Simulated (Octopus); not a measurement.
# Zr (Im-3m) in Octopus: reference runs

Reference runs on Zr: the cell as given and a disturbed copy.

Everything below comes from runs of Octopus 16.4. Logs are shortened: lines on timing, memory, paths and dates and some standing lists are left out, and cuts for length are marked.

## Step 1: The crystal as given

Symmetry: Im-3m, No. 229, cubic system. The conventional cell has a = 3.620 Å, b = 3.620 Å, c = 3.620 Å, α = 90.00°, β = 90.00°, γ = 90.00°. Zr (site symmetry m-3m) is surrounded by 8 Zr at 3.14 Å.

This isn't the form of Zr at room conditions, which is hcp.

## Step 2: Single point, PBE

Contents of inp:

```
CalculationMode = gs
UnitsOutput = eV_Angstrom
PeriodicDimensions = 3
ExperimentalFeatures = yes
PseudopotentialSet = pseudodojo_pbe
%LatticeParameters
 1*angstrom | 1*angstrom | 1*angstrom
%
%LatticeVectors
 -1.81 | 1.81 | 1.81
 1.81 | -1.81 | 1.81
 1.81 | 1.81 | -1.81
%
%ReducedCoordinates
 "Zr" | 0 | 0 | 0
%
%Spacing
 0.14250054*angstrom | 0.14250054*angstrom | 0.14250054*angstrom
%
DerivativesOrder = 8
%KPointsGrid
 10 | 10 | 10
%
KPointsUseSymmetries = yes
XCFunctional = gga_x_pbe + gga_c_pbe
SmearingFunction = fermi_dirac
Smearing = 0.05*eV
ExtraStates = 7
Eigensolver = chebyshev_filter
ConvRelDens = 3e-7
MaximumIter = 120
```

Potentials or basis: pseudodojo_pbe (PseudoDojo 0.5, PBE).

On the command line:

```bash
> OMP_NUM_THREADS=1 octopus > out.log
```

out.log:

```text
Running octopus

Version                : 16.4
Optional libraries     :

************************** Calculation Mode **************************
Input: [CalculationMode = gs]
**********************************************************************

Input: [SpinComponents = unpolarized]

******************************* Space ********************************
Octopus will run in 3 dimension(s).
Octopus will treat the system as periodic in 3 dimension(s).
**********************************************************************

Input: [AllElectronType = no]
Input: [PseudopotentialSet = pseudodojo_pbe]
Reading Coordinates from ReducedCoordinates block

****************************** Species *******************************
  Species 'Zr'
    type             : pseudopotential
    file             : 'Zr.upf'
    file format      : UPF2
    valence charge   : 12.0
    atomic number    :  40
    form on file     : kleinman-bylander
    lmax             : 2
    llocal           : -1
    projectors per l : 2
    total projectors : 6
    application form : kleinman-bylander
    orbitals         : 10
    bound orbitals   : 10

**********************************************************************

***************************** Symmetries *****************************
Space group No.  229
International: Im-3m
Schoenflies: Oh^9
Info: The system has    48 symmorphic symmetries that can be used.
  Index                Rotation matrix                      Fractional translations
    1 :     1   0   0     0   1   0     0   0   1      0.000000    0.000000    0.000000
    2 :    -1   0   0     0  -1   0     0   0  -1      0.000000    0.000000    0.000000
    3 :     0   0  -1     1   1   1     0  -1   0      0.000000    0.000000    0.000000
    4 :     0   0   1    -1  -1  -1     0   1   0      0.000000    0.000000    0.000000
    5 :     0   1   0     1   0   0    -1  -1  -1      0.000000    0.000000    0.000000
    6 :     0  -1   0    -1   0   0     1   1   1      0.000000    0.000000    0.000000
[... 40 lines left out ...]
   47 :     0   0  -1    -1   0   0     1   1   1      0.000000    0.000000    0.000000
   48 :     0   0   1     1   0   0    -1  -1  -1      0.000000    0.000000    0.000000
Info: The system also has     0 nonsymmorphic symmetries (not used for electrons).
**********************************************************************

Input: [CurvMethod = curv_affine]
Input: [DerivativesStencil = stencil_stargeneral]

****************************** Lattice *******************************
  Lattice Vectors [A]
   -1.810000    1.810000    1.810000
    1.810000   -1.810000    1.810000
    1.810000    1.810000   -1.810000
  Cell volume =            23.7190 [A^3]
  Reciprocal-Lattice Vectors [A^-1]
   -0.000000    1.735687    1.735687
    1.735687   -0.000000    1.735687
    1.735687    1.735687   -0.000000
  Cell angles [degree]
    alpha =  109.471
    beta  =  109.471
    gamma =  109.471
**********************************************************************

Checking if the generated full k-point grid is symmetric

    47 k-points generated from parameters :
 ---------------------------------------------------
    n =   10   10   10

    s1  =  0.00  0.00  0.00

   index |      weight  |             coordinates              |
       1 |     0.001000 |    0.000000    0.000000    0.000000  |
       2 |     0.012000 |    0.100000    0.000000    0.000000  |
       3 |     0.024000 |    0.100000    0.100000    0.000000  |
       4 |     0.008000 |    0.100000    0.100000    0.100000  |
       5 |     0.006000 |   -0.100000    0.100000    0.100000  |
       6 |     0.012000 |    0.200000    0.000000    0.000000  |
[... 39 lines left out ...]
      46 |     0.012000 |   -0.400000    0.500000    0.400000  |
      47 |     0.001000 |    0.500000    0.500000    0.500000  |

Input: [SmearingFunction = fermi_dirac]
Input: [SymmetrizeDensity = yes]
[... 86 lines left out ...]
Input: [LCAOStart = lcao_states]
Input: [LCAOScaleFactor = 1.000]
Input: [LCAOMaximumOrbitalRadius = 10.58 A]

** Warning:
**   Cannot do LCAO for all states because there are not enough atomic orbitals.
**   Required: 13. Available: 10. 3 orbitals will be randomized.

Info: Unnormalized total charge =     12.003779
Info: Renormalized total charge =     12.000000
Info: Setting up Hamiltonian.
Info: Performing initial LCAO calculation with     10 orbitals.
Info: Getting Hamiltonian matrix elements.

Eigenvalues [eV]
 #st  Spin   Eigenvalue      Occupation
#k =       1, k = (  0.000000,  0.000000,  0.000000)
   1   --   -39.277076       2.000000
   2   --   -16.893615       2.000000
   3   --   -16.893615       2.000000
   4   --   -16.893573       2.000000
   5   --     3.479119       2.000000
   6   --     9.991562       2.000000
   7   --     9.991562       2.000000
   8   --     9.992368       2.000000
   9   --    12.505654       2.000000
  10   --    12.505654       2.000000
#k =       2, k = (  0.100000,  0.000000,  0.000000)
   1   --   -39.228142       2.000000
   2   --   -16.906402       2.000000
   3   --   -16.894200       2.000000
   4   --   -16.881588       2.000000
   5   --     3.813055       2.000000
   6   --    10.215513       2.000000
   7   --    10.447544       2.000000
   8   --    10.452097       2.000000
   9   --    12.806325       2.000000
  10   --    12.939197       2.000000
[... 45 further k-points ...]
Fermi energy =    14.221015 eV
Generating random wavefunctions for states       11 and above
Orthogonalizing wavefunctions.
Info: Ground-state restart information will be written to 'restart/gs'.
Info: SCF using complex wavefunctions.
Info: Starting SCF iteration.

** Warning:
**   Symmetrization discrepancy ratio (scalar) =  7.16498E-02

*********************** SCF CYCLE ITER #    1 ************************
 etot  = -1.36944142E+03 abs_ev   =  2.28E+01 rel_ev   =  1.49E-01
 ediff =        5.03E+01 abs_dens =  3.18E-01 rel_dens =  2.65E-02
Matrix vector products: 1175
Converged eigenvectors: 0

#  State  KPoint  Eigenvalue [eV]  Occupation    Error
      1       1      -39.280016    2.000000   ( 2.1E-06)
      1       2      -39.266158    2.000000   ( 4.4E-05)
      1       5      -39.252666    2.000000   ( 5.6E-05)
      1       3      -39.240983    2.000000   ( 4.1E-05)
      1       6      -39.229676    2.000000   ( 4.8E-05)
      1       9      -39.217160    2.000000   ( 3.8E-05)
      1       4      -39.210265    2.000000   ( 4.4E-05)
      1       7      -39.199961    2.000000   ( 8.5E-05)
[... 23 lines left out ...]
     13       6       27.079586    0.000000   ( 1.9E-01)
     13      38       27.721902    0.000000   ( 2.0E-01)
     13      16       27.749932    0.000000   ( 2.0E-01)
     13      28       28.309361    0.000000   ( 2.2E-01)
     13      23       28.636233    0.000000   ( 2.2E-01)
     13      25       28.755682    0.000000   ( 2.0E-01)
     13       1       29.158240    0.000000   ( 2.2E-01)
     13       2       31.100734    0.000000   ( 2.3E-01)

Density of states:

----------------------%-----------------------------------------------
----------------------%-----------------------------------------------
----------------------%-----------------------------------------------
---------------------%%-----------------------------------------------
%--------------------%%------------------------%---%------------------
%--------------------%%------------------------%---%------------------
%--------------------%%------------------------%---%------------------
%--------------------%%----------------------%%%%-%%%-------%---------
%--------------------%%----------------------%%%%%%%%-%---%%%-%%------
%--------------------%%---------------------%%%%%%%%%-%%%%%%%%%%%%----
                                               ^

Fermi energy =     8.814346 eV

**********************************************************************

** Warning:
**   Symmetrization discrepancy ratio (scalar) =  6.92103E-02

*********************** SCF CYCLE ITER #    2 ************************
 etot  = -1.37194641E+03 abs_ev   =  2.45E+00 rel_ev   =  1.57E-02
 ediff =        9.21E-02 abs_dens =  4.78E-02 rel_dens =  3.98E-03
Matrix vector products: 1175
Converged eigenvectors: 0
[... 199 lines left out ...]
*********************** SCF CYCLE ITER #   19 ************************
 etot  = -1.37737092E+03 abs_ev   =  1.69E-05 rel_ev   =  1.06E-07
 ediff =        8.68E-07 abs_dens =  2.02E-07 rel_dens =  1.68E-08
Matrix vector products: 1175
Converged eigenvectors: 1

#  State  KPoint  Eigenvalue [eV]  Occupation    Error
      1       1      -40.003358    2.000000   ( 8.8E-08)
      1       2      -39.990169    2.000000   ( 8.9E-08)
      1       5      -39.977326    2.000000   ( 8.7E-08)
      1       3      -39.966215    2.000000   ( 8.8E-08)
      1       6      -39.955460    2.000000   ( 7.1E-08)
      1       9      -39.943534    2.000000   ( 5.0E-08)
      1       4      -39.937011    2.000000   ( 5.3E-08)
      1       7      -39.927198    2.000000   ( 7.1E-08)
[... 23 lines left out ...]
     13      25       24.125863    0.000000   ( 3.2E-02)
     13      46       24.134313    0.000000   ( 3.3E-02)
     13      18       24.375760    0.000000   ( 2.2E-02)
     13      13       24.407111    0.000000   ( 2.9E-02)
     13      43       24.510240    0.000000   ( 3.1E-02)
     13      16       24.872644    0.000000   ( 4.2E-02)
     13      42       24.944633    0.000000   ( 1.7E-02)
     13      11       25.445234    0.000000   ( 1.2E-02)

Density of states:

-----------------------%----------------------------------------------
-----------------------%----------------------------------------------
-----------------------%----------------------------------------------
-----------------------%----------------------------------------------
-----------------------%----------------------------------------------
%----------------------%---------------------------%------------------
%----------------------%%--------------------------%---%%-------------
%----------------------%%------------------------%-%---%%-------------
%----------------------%%------------------------%%%%-%%%-----%%%%-%--
%----------------------%%-----------------------%%%%%%%%%%%%%%%%%%%%%-
                                                   ^

Fermi energy =     8.573151 eV

**********************************************************************

Info: SCF converged in   19 iterations

** Warning:
**   Some of the states are not fully converged!

Info: Number of matrix-vector products:      22325
Info: Finished writing information to 'restart/gs'.

Octopus emitted 22 warnings.
```

Wall time 2.3 min (1 thread of Intel Xeon 6975P-C (Granite Rapids), shared host); peak memory 0.52 GiB.

Results:

- Free energy: -1377.3872 eV
- Band gap on the k mesh: none (metal or under the smearing width)

Levels at points of the mesh, in eV from the Fermi level:
| k point | band 3 | band 4 | band 5 | band 6 | band 7 | band 8 | band 9 | band 10 |
| --- | --- | --- | --- | --- | --- | --- | --- | --- |
| (0.00, 0.00, 0.00) | -26.12 | -26.12 | -5.38 | 1.07 | 1.07 | 1.07 | 3.49 | 3.49 |
| (0.50, 0.00, 0.00) | -26.41 | -26.13 | -2.77 | -0.67 | 1.47 | 3.47 | 4.13 | 6.12 |
| (0.50, 0.50, 0.50) | -26.75 | -26.75 | -2.50 | -2.50 | 5.47 | 5.47 | 5.47 | 7.23 |

## Step 3: Single point, PBE (cell strained at random at fixed volume)

inp: that of step 2 with these lines changed.

```diff
@@ -9,11 +9,11 @@
 %LatticeVectors
- -1.81 | 1.81 | 1.81
- 1.81 | -1.81 | 1.81
- 1.81 | 1.81 | -1.81
+ -1.844271 | 1.860235 | 1.77457
+ 1.879124 | -1.871496 | 1.820684
+ 1.75054 | 1.777765 | -1.785831
 %
 %ReducedCoordinates
- "Zr" | 0 | 0 | 0
+ "Zr" | 0.022387 | -0.003988 | 0.012007
 %
 %Spacing
- 0.14250054*angstrom | 0.14250054*angstrom | 0.14250054*angstrom
+ 0.14381827*angstrom | 0.14622307*angstrom | 0.14610616*angstrom
 %
```

Potentials or basis: pseudodojo_pbe (PseudoDojo 0.5, PBE).

On the command line:

```bash
> OMP_NUM_THREADS=1 octopus > out.log
```

out.log:

```text
Running octopus

Version                : 16.4
Optional libraries     :

************************** Calculation Mode **************************
Input: [CalculationMode = gs]
**********************************************************************

Input: [SpinComponents = unpolarized]

******************************* Space ********************************
Octopus will run in 3 dimension(s).
Octopus will treat the system as periodic in 3 dimension(s).
**********************************************************************

Input: [AllElectronType = no]
Input: [PseudopotentialSet = pseudodojo_pbe]
Reading Coordinates from ReducedCoordinates block

****************************** Species *******************************
  Species 'Zr'
    type             : pseudopotential
    file             : 'Zr.upf'
    file format      : UPF2
    valence charge   : 12.0
    atomic number    :  40
    form on file     : kleinman-bylander
    lmax             : 2
[... 898 lines left out ...]
 etot  = -1.37736508E+03 abs_ev   =  5.57E-06 rel_ev   =  3.50E-08
 ediff =        2.80E-07 abs_dens =  4.47E-07 rel_dens =  3.72E-08
Matrix vector products: 12600
Converged eigenvectors: 0

#  State  KPoint  Eigenvalue [eV]  Occupation    Error
      1       1      -40.007240    2.000000   ( 4.1E-08)
      1       6      -39.996200    2.000000   ( 4.1E-08)
      1       3      -39.994582    2.000000   ( 4.1E-08)
      1      10      -39.993918    2.000000   ( 4.1E-08)
      1       2      -39.993713    2.000000   ( 4.1E-08)
      1       9      -39.992995    2.000000   ( 4.1E-08)
      1       4      -39.991694    2.000000   ( 4.1E-08)
      1      13      -39.981029    2.000000   ( 4.1E-08)
[... 23 lines left out ...]
     13      49       25.354998    0.000000   ( 2.7E-02)
     13     167       25.409388    0.000000   ( 2.8E-02)
     13      48       25.443630    0.000000   ( 2.5E-02)
     13     165       25.520164    0.000000   ( 3.2E-02)
     13      85       25.527228    0.000000   ( 2.8E-02)
     13     181       25.771810    0.000000   ( 4.1E-02)
     13      60       25.781231    0.000000   ( 3.0E-02)
     13      81       25.807428    0.000000   ( 2.4E-02)

Density of states:

-----------------------%----------------------------------------------
-----------------------%----------------------------------------------
-----------------------%----------------------------------------------
-----------------------%----------------------------------------------
-----------------------%----------------------------------------------
-----------------------%----------------------------------------------
%----------------------%-------------------------------%--------------
%----------------------%---------------------------%---%--------------
%----------------------%-------------------------%%%--%%%------%-%----
%----------------------%%-----------------------%%%%%%%%%%%%%%%%%%%%--
                                                   ^

Fermi energy =     8.547901 eV

**********************************************************************

Info: SCF converged in   14 iterations

** Warning:
**   Some of the states are not fully converged!

Info: Number of matrix-vector products:     176400
Info: Finished writing information to 'restart/gs'.

Octopus emitted 3 warnings.
```

static/info:

```text
**

********************** Brillouin zone sampling ***********************
Dimensions of the k-point grid      = 10 10 10
Total number of k-points            = 1000
Number of symmetry-reduced k-points = 504

List of k-points:
      ik         k_x         k_y         k_z      Weight
[... 4867 lines left out ...]
  13   --    23.499126       0.000000
#k =     311, k = (  0.400000,  0.200000,  0.300000)
   1   --   -39.860481       2.000000
   2   --   -18.260767       2.000000
   3   --   -17.981793       2.000000
   4   --   -17.695447       2.000000
   5   --     7.073967       2.000000
   6   --     7.731783       2.000000
   7   --     8.742155       0.040265
   8   --    12.493098       0.000000
   9   --    12.744268       0.000000
  10   --    16.432785       0.000000
  11   --    17.051449       0.000000
  12   --    19.267208       0.000000
  13
```

Run time: 17 min. Hardware: 1 thread of Intel Xeon 6975P-C (Granite Rapids), shared host; peak memory 4.8 GiB.

What came out:

```yaml
Free_energy: -1377.3807 eV
Band_gap_on_the_k_mesh: none (metal or under the smearing width)
```
